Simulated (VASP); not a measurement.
**VASP 6.6.1 run: MgO**

INCAR

```
LCHARG = .FALSE.
LASPH = .TRUE.
ISIF = 2
GGA = PE
IBRION = -1
ISMEAR = -1
EDIFF = 1E-7
NELM = 70
PREC = Accurate
ENCUT = 520
LREAL = .FALSE.
SIGMA = 0.02
NBANDS = 16
NSW = 0
LWAVE = .FALSE.
```

KPOINTS

```
KPOINTS created by Atomic Simulation Environment
0
Gamma
1 1 1
0 0 0
```

POSCAR

```
Mg O
 1.0000000000000000
     3.4840796174923616    0.0000000000000000    0.0000000000000000
    -1.7420398087461808    3.0173014575559547    0.0000000000000000
     0.0000000000000000    0.0000000000000000    4.1853171403049192
 Mg  O
   2   2
Cartesian
  1.7420398087461813  1.0057671525186518  3.1389878552286898
  0.0000000000000001  2.0115343050373036  1.0463292850762296
  1.7420398087461813  1.0057671525186518  1.0463292850762296
  0.0000000000000001  2.0115343050373036  3.1389878552286898
```

The recommended PBE PAW datasets give the neutral cell 16 valence electrons.

Command

```
mpirun -np 1 vasp_std
```

OSZICAR

```
N       E                     dE             d eps       ncg     rms          rms(c)
DAV:   1     0.696879271092E+02    0.69688E+02   -0.81212E+03    32   0.868E+02
DAV:   2    -0.202963220297E+02   -0.89984E+02   -0.76598E+02    32   0.204E+02
DAV:   3    -0.245793404519E+02   -0.42830E+01   -0.42447E+01    40   0.457E+01
DAV:   4    -0.246022712316E+02   -0.22931E-01   -0.22930E-01    40   0.360E+00
DAV:   5    -0.246023866788E+02   -0.11545E-03   -0.11545E-03    40   0.263E-01    0.136E+01
DAV:   6    -0.182771668510E+02    0.63252E+01   -0.18262E+01    32   0.297E+01    0.414E+00
DAV:   7    -0.181990334100E+02    0.78133E-01   -0.29320E-01    32   0.347E+00    0.279E+00
DAV:   8    -0.182488269806E+02   -0.49794E-01   -0.13006E-01    48   0.382E+00    0.422E-01
DAV:   9    -0.182509003561E+02   -0.20734E-02   -0.26682E-02    40   0.109E+00    0.231E-01
DAV:  10    -0.182503593567E+02    0.54100E-03   -0.34889E-03    48   0.430E-01    0.441E-02
DAV:  11    -0.182503613595E+02   -0.20028E-05   -0.12493E-04    40   0.873E-02    0.903E-03
DAV:  12    -0.182503699465E+02   -0.85870E-05   -0.56854E-06    32   0.166E-02    0.537E-03
DAV:  13    -0.182503697511E+02    0.19545E-06   -0.35538E-06    48   0.130E-02    0.779E-04
DAV:  14    -0.182503697567E+02   -0.56330E-08   -0.79515E-08    32   0.210E-03
   1 F= -.18250370E+02 E0= -.18250370E+02  d E =-.332779E-10
```

It converged. Results: gap between bands v and c on the k mesh 2.87 eV; least direct gap on the k mesh 2.87 eV; pressure 12.3 GPa. Band v is the last that the valence electrons fill when counted band by band, and c is the next.

Problem. Find the fault in these files.

Solution. One k point for a small cell. On sound settings PBE gives a gap of 3.43 eV on its mesh and a pressure of 4.0 GPa for the intended cell. This run's energy (σ→0) differs from it by 1352 meV an atom.
